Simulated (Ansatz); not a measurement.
A calculation with Ansatz 0.2.0 of SrO (ASE script, structure from a CIF):

The input run.py:

```python
import json

import ase.io
import numpy as np
import spglib
from ase.calculators.calculator import CalculationFailed, Calculator
from ase.stress import full_3x3_to_voigt_6_stress
from ase.units import GPa

import ansatz as az

class AnsatzCalculator(Calculator):
    implemented_properties = ["energy", "free_energy", "forces", "stress", "magmom"]

    def calculate(self, atoms, properties, system_changes):
        super().calculate(atoms, properties, system_changes)
        structure = atoms.copy()
        structure.set_constraint()
        structure.set_momenta(None)
        structure.set_masses(None)
        outcome = (
            az.Crystal.from_ase(structure)
            .calculation()
            .basis(xc_grid=2)
            .kpoints(9, 9, 9)
            .functional("blyp", dispersion="d3bj")
            .pseudopotentials(kind="paw")
            .scf(tolerance=2e-10)
            .occupations(method="fermi_dirac", width=0.1)
            .forces()
            .stress()
            .run(threads=2)
        )
        if not outcome.report["converged"]:
            raise CalculationFailed("SCF not converged")
        report = outcome.report
        self.results = {
            "free_energy": report["lagrangian_ev"],
            "energy": report["lagrangian_ev"],
            "forces": np.array(report["forces_ev_ang"]),
            "stress": -GPa * full_3x3_to_voigt_6_stress(report["stress_gpa"]),
            "magmom": report["magnetization_mub"],
        }

np.set_printoptions(precision=5, suppress=True, linewidth=110)
atoms = ase.io.read("SrO.cif")
cell, frac, numbers = spglib.find_primitive((atoms.cell[:], atoms.get_scaled_positions(), atoms.numbers), symprec=1e-5)
atoms = ase.Atoms(numbers, cell=cell, scaled_positions=frac, pbc=True)
atoms.calc = AnsatzCalculator()
print(f"free energy {atoms.get_potential_energy():.6f} eV")
print("forces (eV/A)", atoms.get_forces(), sep="\n")
print("stress (GPa, Voigt, tension positive)", atoms.get_stress() / GPa, sep="\n")
print(f"moment {atoms.get_magnetic_moment():.4f} muB")
```

Contents of SrO.cif:

```cif
data_SrO
_cell_length_a 5.06323204
_cell_length_b 5.06323204
_cell_length_c 5.06323204
_cell_angle_alpha 90.00000000
_cell_angle_beta 90.00000000
_cell_angle_gamma 90.00000000
_space_group_name_H-M_alt 'Fm-3m'
_space_group_name_Hall '-F 4 2 3'
_space_group_IT_number 225
loop_
_space_group_symop_operation_xyz
'x,y,z'
'-x,-y,-z'
'-y,x,z'
'y,-x,-z'
'-x,-y,z'
'x,y,-z'
'y,-x,z'
'-y,x,-z'
'x,-y,-z'
'-x,y,z'
'-y,-x,-z'
'y,x,z'
'-x,y,-z'
'x,-y,z'
'y,x,-z'
'-y,-x,z'
'z,x,y'
'-z,-x,-y'
'z,-y,x'
'-z,y,-x'
'z,-x,-y'
'-z,x,y'
'z,y,-x'
'-z,-y,x'
'-z,x,-y'
'z,-x,y'
'-z,-y,-x'
'z,y,x'
'-z,-x,y'
'z,x,-y'
'-z,y,x'
'z,-y,-x'
'y,z,x'
'-y,-z,-x'
'x,z,-y'
'-x,-z,y'
'-y,z,-x'
'y,-z,x'
'-x,z,y'
'x,-z,-y'
'-y,-z,x'
'y,z,-x'
'-x,-z,-y'
'x,z,y'
'y,-z,-x'
'-y,z,x'
'x,-z,y'
'-x,z,-y'
'x,y+1/2,z+1/2'
'-x,-y+1/2,-z+1/2'
'-y,x+1/2,z+1/2'
'y,-x+1/2,-z+1/2'
'-x,-y+1/2,z+1/2'
'x,y+1/2,-z+1/2'
'y,-x+1/2,z+1/2'
'-y,x+1/2,-z+1/2'
'x,-y+1/2,-z+1/2'
'-x,y+1/2,z+1/2'
'-y,-x+1/2,-z+1/2'
'y,x+1/2,z+1/2'
'-x,y+1/2,-z+1/2'
[... 41 lines left out ...]
'y+1/2,-x,z+1/2'
'-y+1/2,x,-z+1/2'
'x+1/2,-y,-z+1/2'
'-x+1/2,y,z+1/2'
'-y+1/2,-x,-z+1/2'
'y+1/2,x,z+1/2'
'-x+1/2,y,-z+1/2'
'x+1/2,-y,z+1/2'
'y+1/2,x,-z+1/2'
'-y+1/2,-x,z+1/2'
'z+1/2,x,y+1/2'
'-z+1/2,-x,-y+1/2'
'z+1/2,-y,x+1/2'
'-z+1/2,y,-x+1/2'
'z+1/2,-x,-y+1/2'
'-z+1/2,x,y+1/2'
'z+1/2,y,-x+1/2'
'-z+1/2,-y,x+1/2'
'-z+1/2,x,-y+1/2'
'z+1/2,-x,y+1/2'
'-z+1/2,-y,-x+1/2'
'z+1/2,y,x+1/2'
'-z+1/2,-x,y+1/2'
'z+1/2,x,-y+1/2'
'-z+1/2,y,x+1/2'
'z+1/2,-y,-x+1/2'
'y+1/2,z,x+1/2'
'-y+1/2,-z,-x+1/2'
'x+1/2,z,-y+1/2'
'-x+1/2,-z,y+1/2'
'-y+1/2,z,-x+1/2'
'y+1/2,-z,x+1/2'
'-x+1/2,z,y+1/2'
'x+1/2,-z,-y+1/2'
'-y+1/2,-z,x+1/2'
'y+1/2,z,-x+1/2'
'-x+1/2,-z,-y+1/2'
'x+1/2,z,y+1/2'
'y+1/2,-z,-x+1/2'
'-y+1/2,z,x+1/2'
'x+1/2,-z,y+1/2'
'-x+1/2,z,-y+1/2'
'x+1/2,y+1/2,z'
'-x+1/2,-y+1/2,-z'
'-y+1/2,x+1/2,z'
'y+1/2,-x+1/2,-z'
'-x+1/2,-y+1/2,z'
'x+1/2,y+1/2,-z'
'y+1/2,-x+1/2,z'
'-y+1/2,x+1/2,-z'
'x+1/2,-y+1/2,-z'
'-x+1/2,y+1/2,z'
'-y+1/2,-x+1/2,-z'
'y+1/2,x+1/2,z'
'-x+1/2,y+1/2,-z'
'x+1/2,-y+1/2,z'
'y+1/2,x+1/2,-z'
'-y+1/2,-x+1/2,z'
'z+1/2,x+1/2,y'
'-z+1/2,-x+1/2,-y'
'z+1/2,-y+1/2,x'
'-z+1/2,y+1/2,-x'
'z+1/2,-x+1/2,-y'
'-z+1/2,x+1/2,y'
'z+1/2,y+1/2,-x'
'-z+1/2,-y+1/2,x'
'-z+1/2,x+1/2,-y'
'z+1/2,-x+1/2,y'
'-z+1/2,-y+1/2,-x'
'z+1/2,y+1/2,x'
'-z+1/2,-x+1/2,y'
'z+1/2,x+1/2,-y'
'-z+1/2,y+1/2,x'
'z+1/2,-y+1/2,-x'
'y+1/2,z+1/2,x'
'-y+1/2,-z+1/2,-x'
'x+1/2,z+1/2,-y'
'-x+1/2,-z+1/2,y'
'-y+1/2,z+1/2,-x'
'y+1/2,-z+1/2,x'
'-x+1/2,z+1/2,y'
'x+1/2,-z+1/2,-y'
'-y+1/2,-z+1/2,x'
'y+1/2,z+1/2,-x'
'-x+1/2,-z+1/2,-y'
'x+1/2,z+1/2,y'
'y+1/2,-z+1/2,-x'
'-y+1/2,z+1/2,x'
'x+1/2,-z+1/2,y'
'-x+1/2,z+1/2,-y'
loop_
_atom_site_label
_atom_site_type_symbol
_atom_site_symmetry_multiplicity
_atom_site_Wyckoff_symbol
_atom_site_fract_x
_atom_site_fract_y
_atom_site_fract_z
_atom_site_occupancy
Sr1 Sr 4 b 0.5000000000 0.0000000000 0.0000000000 1
O1 O 4 a 0.0000000000 0.0000000000 0.0000000000 1
```

Potentials or basis: Ansatz PAW.

Run with:

```sh
$ python run.py
```

The cell isn't the ideal one: volume scaled by 0.96.

Question: Write the same calculation in another form: native input, structure typed inline.

Answer: As run:

input.yaml

```yaml
crystal:
  lattice:
    - [0.0, 2.53161602, 2.53161602]
    - [2.53161602, 0.0, 2.53161602]
    - [2.53161602, 2.53161602, 0.0]
  atoms:
    - { symbol: Sr, position: [0.5, 0.5, 0.5] }
    - { symbol: O, position: [0.0, 0.0, 0.0] }
hamiltonian:
  xc: blyp
  pseudopotentials: { kind: paw }
  dispersion: d3bj
kpoints:
  mp_grid: { grid: [9, 9, 9] }
scf:
  occupations: { method: fermi_dirac, width: 0.1 }
output:
  forces: true
  stress: true
  eigenvalues: true
  write_density: true
  write_potential: true
  elf: true
  volumetric_format: npy
```

Potentials or basis: Ansatz PAW.

Run with:

```sh
$ ansatz run input.yaml --threads 2 --pin off --max-ram 5120MiB --backend cpu --events-out ev --progress --plain --runs-dir out
```

Both were run:

|  | ASE script, structure from a CIF | native input, structure typed inline |
| --- | --- | --- |
| Pressure | 4.7 GPa | 4.7 GPa |
| Band gap on the k mesh | 3.49 eV | 3.49 eV, indirect (least direct gap 3.54 eV) |

Keys that steer only the numerical path or the files written may differ.

Caveat: odd divisions of the mesh miss points on the zone boundary, where band edges often lie, so the gap on the mesh can be too wide; the pressure holds a Pulay correction of +0.5 GPa for the finite cutoff; the PAW data sets come from PBE, with cores solved anew for the run's functional, which leaves a small shift of forces and pressure.
